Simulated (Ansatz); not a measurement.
The system is NbP.

```
Nb P
1.0
    -1.67492    1.67492    5.74011
     1.67492   -1.67492    5.74011
     1.67492    1.67492   -5.74011
Nb P
2 2
Direct
  0.24988 0.74988 0.50000
  0.49988 0.49988 0.00000
  0.83275 0.33275 0.50000
  0.08275 0.08275 0.00000
```

The cell is a database's computed one.

Base run:

- Program: Ansatz 0.2.0
- Functional: PBEsol
- Potentials or basis: all-electron LAPW, scalar-relativistic
- Cutoff: 207 eV (chosen from the basis error)
- Basis error allowed: 0.002 eV/atom
- k mesh: 11 × 11 × 11
- Occupations: fermi-dirac, width 0.05 eV
- Spin: no spin polarisation
- Hubbard terms: Nb d U = 4 eV

Its results: band gap on the k mesh none (metal or under the smearing width); pressure -4.7 GPa; largest force 0.005 eV/Å.

**Question.** The run is repeated on the same cell with these changes: hubbard terms from Nb d U = 4 eV to Nb d U = 2 eV. What comes out?

**Answer.** Band gap on the k mesh none (metal or under the smearing width); pressure -5.6 GPa; largest force 0.014 eV/Å.

Caveats: U is the effective U less J, on atomic orbitals that reach past the spheres; U without spin polarisation on a metal has little footing; the U is typed as a test and isn't derived for this compound.
